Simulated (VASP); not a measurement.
# P (Fd-3m) in VASP: single point with PBE

Aim: the single point of P with PBE.

Program: VASP 6.6.1. These are calculated values, not measurements. Logs are shortened: lines on timing, memory, paths and dates and some standing lists are left out, and cuts for length are marked.

### Step 1. The crystal as given

The structure is cubic, space group Fd-3m (No. 227). The conventional cell has a = 5.513 Å, b = 5.513 Å, c = 5.513 Å, α = 90.00°, β = 90.00°, γ = 90.00°. P (site symmetry -43m) has 4 P at 2.39 Å as nearest neighbours.

The cell was built by a generator and needn't be a form met in nature.

### Step 2. Single point, PBE

INCAR

```
SYSTEM = P
ALGO = Fast ; EDIFF = 1E-6
ENCUT = 520 ; GGA = PE
ISIF = 2 ; ISMEAR = -1
LASPH = .TRUE. ; LCHARG = .TRUE.
LELF = .TRUE. ; LREAL = .FALSE.
LVHAR = .TRUE. ; LWAVE = .FALSE.
NBANDS = 12 ; NELM = 100
PREC = Accurate ; SIGMA = 0.13605693000000002
```

KPOINTS

```
k-points
0
G
  8 8 8
  0 0 0
```

POSCAR

```
P
1.0
    0.0000000000      2.7566889511      2.7566889511
    2.7566889511      0.0000000000      2.7566889511
    2.7566889511      2.7566889511      0.0000000000
P
2
Direct
    0.0000000000      0.0000000000      0.0000000000
    0.2500000000      0.2500000000      0.2500000000
```

Potentials or basis: VASP PAW PBE potentials, release 64 (P).

Command:

```sh
cat potpaw_PBE.64/P/POTCAR > POTCAR
mpirun -np 1 vasp_std > vasp.out
```

OUTCAR:

```text
SYSTEM = P
   EDIFF = 1E-6
   ENCUT = 520
   GGA = PE
   ISIF = 2
   ISMEAR = -1
   LASPH = .TRUE.
   LREAL = .FALSE.
   NELM = 100
   PREC = Accurate

 ion  position               nearest neighbor table
   1  0.000  0.000  0.000-   2 2.39   2 2.39   2 2.39   2 2.39
   2  0.250  0.250  0.250-   1 2.39   1 2.39   1 2.39   1 2.39

  LATTYP: Found a face centered cubic cell.
 ALAT       =     5.5133779022

  Lattice vectors:

 A1 = (   0.0000000000,   2.7566889511,   2.7566889511)
 A2 = (   2.7566889511,   0.0000000000,   2.7566889511)
 A3 = (   2.7566889511,   2.7566889511,   0.0000000000)

Analysis of symmetry for initial positions (statically):
=====================================================================
 Subroutine PRICEL returns:
 Original cell was already a primitive cell.

 Routine SETGRP: Setting up the symmetry group for a
 face centered cubic supercell.

 Subroutine GETGRP returns: Found 48 space group operations
 (whereof 24 operations were pure point group operations)
 out of a pool of 48 trial point group operations.

The static configuration has the point symmetry T_d .
 The point group associated with its full space group is O_h .

Analysis of symmetry for dynamics (positions and initial velocities):
=====================================================================
 Subroutine PRICEL returns:
 Original cell was already a primitive cell.

 Routine SETGRP: Setting up the symmetry group for a
 face centered cubic supercell.

 Subroutine GETGRP returns: Found 48 space group operations
 (whereof 24 operations were pure point group operations)
 out of a pool of 48 trial point group operations.

The dynamic configuration has the point symmetry T_d .
 The point group associated with its full space group is O_h .

 Subroutine INISYM returns: Found 48 space group operations
 (whereof 24 operations are pure point group operations),
 and found     1 'primitive' translations

----------------------------------------------------------------------------------------

                                     Primitive cell

  volume of cell :      41.8980

  direct lattice vectors                    reciprocal lattice vectors
     0.000000000  2.756688951  2.756688951    -0.181377010  0.181377010  0.181377010
     2.756688951  0.000000000  2.756688951     0.181377010 -0.181377010  0.181377010
     2.756688951  2.756688951  0.000000000     0.181377010  0.181377010 -0.181377010

  length of vectors
     3.898546902  3.898546902  3.898546902     0.314154197  0.314154197  0.314154197

  position of ions in fractional coordinates (direct lattice)
[... 92 lines left out ...]
   EMIN   =  10.00;   EMAX   =-10.00  energy-range for DOS
   EFERMI =   0.00;   METHOD = LEGACY
   ISMEAR =    -1;   SIGMA  =   0.14  broadening in eV -4-tet -1-fermi 0-gaus
   EFERMI_NEDOS =   21; number of points for ismear=-14 and -15
   IALGO  =     68    algorithm
   IMIX   =      4    mixing-type and parameters
     AMIX     =   0.40;   BMIX     =  1.00
     AMIX_MAG =   1.60;   BMIX_MAG =  1.00
  volume/ion in A,a.u.               =      20.95       141.37
  Fermi-wavevector in a.u.,A,eV,Ry     =   1.015493  1.919004 14.030691  1.031227
  Thomas-Fermi vector in A             =   2.148782
   LORBIT       =      0    0 simple, 1 ext, 2 COOP (PROOUT), +10 PAW based schemes
   GGA     = PE    functional components
   LHFCALC =     F    Hartree Fock is set to
   AEXX    =    0.0000 exact exchange contribution
   IVDW    =     0    specifies the selected vdW correction
   LEPSILON=     F    determine dielectric tensor
   LRPA    =     F    only Hartree local field effects (RPA)
 non-spin polarized calculation
 RMM-DIIS sequential band-by-band and
  energy-cutoff  :      520.00
  volume of cell :       41.90
 maximum number of plane-waves:      1158
 NGX is ok and might be reduce to    30
   NGX = 15   NGY = 15   NGZ = 15

 number of electron      10.0000000 magnetization

 Free energy of the ion-electron system (eV)
  ---------------------------------------------------
  ext. energy  EPLUGINS =         0.00000000
  ---------------------------------------------------
  free energy    TOTEN  =        -9.64102149 eV

  energy without entropy =       -9.53965304  energy(sigma->0) =       -9.59033727

 E-fermi :   5.7329     XC(G=0):  -9.4477

 val. band max:        5.5949305669   @ k =   0.5000   0.3750   0.0000
 cond. band min:       5.7452478565   @ k =   0.2500   0.1250   0.0000
 fundamental gap:      0.1503172896
 Fermi energy:         5.7328879410

 k-point     1 :       0.0000    0.0000    0.0000
  band No.  band energies     occupation
      1      -9.1036      2.00000
      2       2.1615      2.00000
      3       2.7531      2.00000
      4       2.7531      2.00000
      5       2.7531      2.00000
      6       5.8505      0.59281
      7       5.8505      0.59281
      8       5.8505      0.59281
      9      11.7099      0.00000
     10      12.5873      0.00000
     11      12.5873      0.00000
     12      15.9239      0.00000
[... 331 lines left out ...]
 k-point    24 :      -0.3750    0.2500    0.1250
  band No.  band energies     occupation
      1      -6.8080      2.00000
      2      -4.3229      2.00000
      3      -0.0228      2.00000
      4       1.1012      2.00000
      5       5.4094      1.83021
      6       7.0100      0.00017
      7       8.6227      0.00000
      8       9.8621      0.00000
      9      11.2729      0.00000
     10      14.1092      0.00000
     11      14.7813      0.00000
     12      16.0821      0.00000

 [... further k-points ...]

------------------------ aborting loop because EDIFF is reached ----------------------------------------

  FORCE on cell =-STRESS in cart. coord.  units (eV):
  Direction    XX          YY          ZZ          XY          YZ          ZX
  --------------------------------------------------------------------------------------
  -------------------------------------------------------------------------------------
  Total       -0.0824310     -0.0824310     -0.0824310      0.0000000     -0.0000000      0.0000000
  in kB       -3.1521583     -3.1521583     -3.1521583      0.0000000     -0.0000000      0.0000000
  external PRESSURE =      -3.1521583 kB  Pullay stress =       0.0000000 kB

 VOLUME and BASIS-vectors are now :
 -----------------------------------------------------------------------------
  energy-cutoff  :      520.00
  volume of cell :       41.90
      direct lattice vectors                 reciprocal lattice vectors
     0.000000000  2.756688951  2.756688951    -0.181377010  0.181377010  0.181377010
     2.756688951  0.000000000  2.756688951     0.181377010 -0.181377010  0.181377010
     2.756688951  2.756688951  0.000000000     0.181377010  0.181377010 -0.181377010

 POSITION                                       TOTAL-FORCE (eV/Angst)
 -----------------------------------------------------------------------------------
      0.00000      0.00000      0.00000        -0.000000     -0.000000     -0.000000
      1.37834      1.37834      1.37834         0.000000      0.000000      0.000000
 -----------------------------------------------------------------------------------
    total drift:                                0.000000     -0.000000     -0.000000

  FREE ENERGIE OF THE ION-ELECTRON SYSTEM (eV)
  ---------------------------------------------------
  free  energy   TOTEN  =        -9.6410214871 eV

  energy  without entropy=       -9.5396530447  energy(sigma->0) =       -9.59033727
```

OSZICAR:

```text
N       E                     dE             d eps       ncg     rms          rms(c)
DAV:   1     0.197307464548E+02    0.19731E+02   -0.41285E+03   696   0.670E+02
DAV:   2    -0.847077853869E+01   -0.28202E+02   -0.27131E+02   908   0.111E+02
DAV:   3    -0.968625170064E+01   -0.12155E+01   -0.12021E+01   920   0.206E+01
DAV:   4    -0.969619742168E+01   -0.99457E-02   -0.99425E-02   872   0.230E+00
DAV:   5    -0.969632176524E+01   -0.12434E-03   -0.12434E-03   900   0.233E-01    0.719E+00
RMM:   6    -0.965992420921E+01    0.36398E-01   -0.84733E-03   698   0.491E-01    0.428E+00
RMM:   7    -0.964089059387E+01    0.19034E-01   -0.20266E-02   799   0.815E-01    0.812E-02
RMM:   8    -0.964095349173E+01   -0.62898E-04   -0.20969E-03   765   0.320E-01    0.255E-02
RMM:   9    -0.964100491562E+01   -0.51424E-04   -0.44761E-04   826   0.146E-01    0.354E-02
RMM:  10    -0.964102003112E+01   -0.15116E-04   -0.76541E-05   789   0.670E-02    0.220E-02
RMM:  11    -0.964102149576E+01   -0.14646E-05   -0.26830E-05   822   0.371E-02    0.618E-03
RMM:  12    -0.964102148712E+01    0.86376E-08   -0.52050E-06   731   0.173E-02
   1 F= -.96410215E+01 E0= -.95903373E+01  d E =-.101368E+00
```

stdout:

```text
POSCAR found type information on POSCAR P
 POSCAR found :  1 types and       2 ions
 scaLAPACK will be used
 LDA part: xc-table for (Slater+PW92), standard interpolation
 POSCAR, INCAR and KPOINTS ok, starting setup
 FFT: planning ... GRIDC
 FFT: planning ... GRID_SOFT
 FFT: planning ... GRID
 WAVECAR not read
 entering main loop
```

Wall time 8.3 s (1 thread of AMD EPYC 9R45 (Zen 5), shared host); peak memory 0.12 GiB.

Results:

- Free energy: -9.6410 eV
- Pressure: -0.3 GPa
- Band gap on the k mesh: none (metal or under the smearing width)
